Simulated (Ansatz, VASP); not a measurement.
One calculation of AlN, two programs

The input INCAR:

```
SYSTEM = AlN
PREC = Accurate
ENCUT = 520
EDIFF = 1E-6
ISMEAR = 0
SIGMA = 0.05
LREAL = .False.
LASPH = .True.
NELM = 60
ALGO = Normal
ISIF = 2
LWAVE = .False.
LCHARG = .False.
GGA = PE
NBANDS = 16
```

KPOINTS

```
Automatic mesh
0
Gamma
  9 9 6
  0 0 0
```

The input POSCAR:

```
AlN
1.0
    3.3688144457      0.0000000000      0.0000000000
   -1.6844072228      2.9174788906      0.0000000000
    0.0000000000      0.0000000000      4.2575229987
Al N
2 2
Direct
    0.3333333333      0.6666666667      0.7881825525
    0.6666666667      0.3333333333      0.2881825525
    0.3333333333      0.6666666667      0.1764493462
    0.6666666667      0.3333333333      0.6764493462
```

Input for Ansatz:

```yaml
crystal:
  lattice:
    - [3.3688144457, 0.0, 0.0]
    - [-1.6844072228, 2.9174788906, 0.0]
    - [0.0, 0.0, 4.2575229987]
  atoms:
    - { symbol: Al, position: [0.3333333333, 0.6666666667, 0.7881825525] }
    - { symbol: Al, position: [0.6666666667, 0.3333333333, 0.2881825525] }
    - { symbol: "N", position: [0.3333333333, 0.6666666667, 0.1764493462] }
    - { symbol: "N", position: [0.6666666667, 0.3333333333, 0.6764493462] }
basis:
  ecutwfc: 520.0
kpoints:
  mp_grid: { grid: [9, 9, 6] }
hamiltonian:
  xc: pbe
  pseudopotentials: { kind: paw, azcp: { folder: soft_1 } }
scf:
  occupations: { method: gaussian, width: 0.05 }
output:
  forces: true
  stress: true
  eigenvalues: true
```

Change from the starting cell: mode 4 frozen in at -0.308 Å, equal normal strain along x, y and z +0.0167.

Alike in both runs: task single point; functional PBE; k mesh 9 × 9 × 6; occupations gaussian, width 0.05 eV; no spin polarisation.

|  | VASP | Ansatz |
| --- | --- | --- |
| version | VASP 6.6.1 | Ansatz 0.2.0 |
| potentials or method | VASP PAW PBE potentials, release 64 (Al, N) | scalar-relativistic, plane waves, PAW |
| plane-wave cutoff (eV) | 520 | 520 |
| valence electrons in the cell | 16 | 16 |

VASP gave:

| Item | Value |
| --- | --- |
| gap on the k mesh at the Fermi level (eV) | 3.69 |
| least direct gap on the mesh (eV) | 3.69 |
| pressure (GPa) | 13.7 |
| largest component of the traceless stress (GPa) | 63.82 |
| rms of the force components (eV/Å) | 3.200 |

Problem. What did Ansatz give for the same quantities?

Solution. gap on the k mesh at the Fermi level (eV): 3.68; least direct gap on the mesh (eV): 3.68; pressure (GPa): 13.7; largest component of the traceless stress (GPa): 63.51; rms of the force components (eV/Å): 3.189.

Atom by atom the forces differ by 0.011 eV/Å (rms over components). The functional is the same, so the differences come from potentials, cutoffs and numerics.

Caveats: an odd mesh through Γ misses points on the zone boundary, where band edges often lie; forces of over 1 eV/Å show positions far from the minimum, so gaps and moduli don't describe the material at rest.
